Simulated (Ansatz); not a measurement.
# Pt: the cost of one run

Computed with Ansatz 0.2.0 (DFT PBE, scalar-relativistic, plane waves, PAW, unless a step's input says otherwise).

The COD entry's cell or inner coordinates are ideal or old and differ from later refinements, so a difference from it is no clean test against experiment.

2 further runs of the same task are left out: 2 that didn't finish. Runs told in other sessions of the task aren't counted.

### Step 1. The system as given

It takes space group Fm-3m (No. 225, cubic). Conventional cell: a = 3.916 Å, b = 3.916 Å, c = 3.916 Å, α = 90.00°, β = 90.00°, γ = 90.00°. Pt (site symmetry m-3m) has 12 Pt at 2.77 Å in its first shell of neighbours.

As a file:

```cif
data_structure
_symmetry_space_group_name_H-M 'Fm-3m'
_symmetry_Int_Tables_number 225
_cell_length_a 3.9158
_cell_length_b 3.9158
_cell_length_c 3.9158
_cell_angle_alpha 90.000
_cell_angle_beta 90.000
_cell_angle_gamma 90.000
_cell_volume 60.04
loop_
_atom_site_label
_atom_site_type_symbol
_atom_site_symmetry_multiplicity
_atom_site_Wyckoff_symbol
_atom_site_fract_x
_atom_site_fract_y
_atom_site_fract_z
_atom_site_occupancy
Pt1 Pt 4 a 0.00000 0.00000 0.00000 1
```

The cell is taken as given, not relaxed at this level.

### Step 2. The reference cell

The cell is repeated 8 times, 8 atoms in all. The reference gives a free energy of -100184.0317 eV, pressure 11.56 GPa, largest force 0.000 eV/Å and gap on the mesh none (metal). It was computed beforehand with the settings of the runs below.

### Step 3. Setting up sliding across a plane

The cut lies on the cell's a–b face, a (0 1 1) plane of area 10.84 Å², between layers 1.38 Å apart (Pt below, Pt above); the cell is 11.1 Å thick. Vector c is tilted by f times 1·a − 1·b (length 4.796 Å) with the atoms' Cartesian places fixed: one unrelaxed fault per cell.

### Step 4. Point f = 0.200

File input.yaml:

```yaml
crystal:
  lattice:
    - [3.9158, 0.0, 0.0]
    - [0.0, 1.9579, -1.9579]
    - [0.78316, 7.44002, 8.22318]
  atoms:
    - { symbol: Pt, position: [-0.1875, 0.1875, 0.9375] }
    - { symbol: Pt, position: [0.4875, 0.5125, 0.0625] }
    - { symbol: Pt, position: [-0.0375, 0.0375, 0.1875] }
    - { symbol: Pt, position: [0.4375, 0.5625, 0.3125] }
    - { symbol: Pt, position: [-0.0875, 0.0875, 0.4375] }
    - { symbol: Pt, position: [0.3875, 0.6125, 0.5625] }
    - { symbol: Pt, position: [-0.1375, 0.1375, 0.6875] }
    - { symbol: Pt, position: [0.3375, 0.6625, 0.8125] }
basis:
  ecutwfc: 420
kpoints:
  mp_grid: { grid: [12, 17, 5] }
hamiltonian:
  xc: pbe
scf:
  occupations: { method: gaussian, width: 0.15 }
output:
  forces: true
  stress: true
  eigenvalues: true
  write_density: true
  write_potential: true
  elf: true
  volumetric_format: npy
```

Run with:

```sh
ansatz run input.yaml --threads 2 --pin off --max-ram 5120MiB --backend cpu --events-out ev --progress --plain --runs-dir out
```

What time and memory should one allow on 2 threads of Intel Xeon 6975P-C (Granite Rapids), shared host?

About 76 s, with a peak of 3 GiB.
